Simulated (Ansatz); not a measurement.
**Tuning gaps by epitaxial strain**

Plane-wave DFT in Ansatz, r2SCAN, scalar-relativistic PAW potentials, cutoff 500 eV, no spin-orbit coupling; no spin polarisation. Equal strain along a and b of the conventional cell, c and the atoms relaxed; gaps sought over the whole zone.

| crystal | strain: gap (eV) |
| --- | --- |
| AlN (P6_3mc) | -4.5 %: 5.313; -3.0 %: 5.296; -1.5 %: 5.201; +0.0 %: 4.880; +1.5 %: 4.560; +3.0 %: 4.248; +4.5 %: 3.950 |
| SiC (P6_3mc) | -6.0 %: 1.720; -4.0 %: 2.089; -2.0 %: 2.397; +0.0 %: 2.652; +2.0 %: 2.783; +4.0 %: 2.594; +6.0 %: 2.314 |
| GaN (P6_3mc) | -6.0 %: 2.315; -4.0 %: 2.417; -2.0 %: 2.423; +0.0 %: 2.351; +2.0 %: 2.099; +4.0 %: 1.815; +6.0 %: 1.546 |
| ZnS (P6_3mc) | -3.0 %: 2.746; -2.0 %: 2.778; -1.0 %: 2.787; +0.0 %: 2.777; +1.0 %: 2.753; +2.0 %: 2.657; +3.0 %: 2.555 |
| TiO₂ (I4_1/amd) | -3.0 %: 2.882; -2.0 %: 2.756; -1.0 %: 2.637; +0.0 %: 2.529; +1.0 %: 2.432; +2.0 %: 2.350; +3.0 %: 2.279 |

What are the slopes on either side of zero strain, and why can they differ?

AlN (P6_3mc) -214 and -213; SiC (P6_3mc) +128 and +66; GaN (P6_3mc) -36 and -126; ZnS (P6_3mc) -10 and -24; TiO₂ (I4_1/amd) -108 and -97 meV per % (over the first step on the compressive side, then on the tensile side; a positive slope means the gap grows as the plane is stretched). The slope drops from the first side to the second in SiC (P6_3mc), GaN (P6_3mc). The gap is the smallest distance between any valence top and conduction valley, so its slope drops where another pair takes over. In SiC (P6_3mc), GaN (P6_3mc) the strain keeps the symmetry, so nothing splits at zero; most likely two bands or valleys cross within a step of it. Relaxations kept the strained cell's symmetry, so distortions at large strain weren't sought, and coherent films seldom hold more than 2 to 3 %. The slope of one pair of band edges is as a rule more reliable than the Kohn–Sham gap, while the strain at which pairs cross shifts with the functional.

Cost: about 40 core-minutes for the runs cited, on Arm Neoverse V1, AMD EPYC 7R43 (Zen 3), Arm Neoverse V2 (shared hosts).